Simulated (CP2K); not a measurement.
Rb under changes of volume

One of the cells (88.043 Å³/atom); the others are scaled copies at fixed shape and fractional positions:

```
Rb
1.0
     4.85407    0.00000    0.00000
    -1.61802    4.57646    0.00000
    -1.61802   -2.28823    3.96333
Rb
1
Direct
  0.00000 0.00000 0.00000
```

| Property | Result |
| --- | --- |
| Program | CP2K 2026.2 |
| Functional | r2SCAN |
| Potentials or basis | POTENTIAL_UZH Rb GTH-SCAN-q9; TZVP-MOLOPT-SCAN-GTH basis |
| Density cutoff | 9184 eV |
| k mesh | 7 × 7 × 7 |
| Occupations | fermi-dirac, width 0.05 eV |
| Spin | no spin polarisation |

```csv
volume (Å³/atom),energy over the lowest point (meV/atom),pressure (GPa)
82.761,18.27,0.5
84.522,13.16,0.4
86.283,8.98,0.3
88.043,5.68,0.3
89.804,2.85,0.2
91.565,?,?
93.326,0.00,0.1
```

Problem. What does the run at 91.565 Å³/atom give?

Solution. Energy over the lowest point 1.09 meV/atom; pressure 0.1 GPa.

Worked out: A Birch-Murnaghan fit of order 3 (a polynomial in V^(-2/3)) to the other rows has its minimum at 95.08 Å³/atom, just outside them, with B0 = V·E''(V) = 3.5 GPa (rough, since the energies scatter). It gives 1.08 meV/atom at 91.565 Å³/atom, against the run's 1.09, and -dE/dV = 0.1 GPa, against 0.1.

Energies are extrapolated to zero smearing.

Caveats: the basis of atomic orbitals isn't converged, which shifts pressures, moduli and gaps.
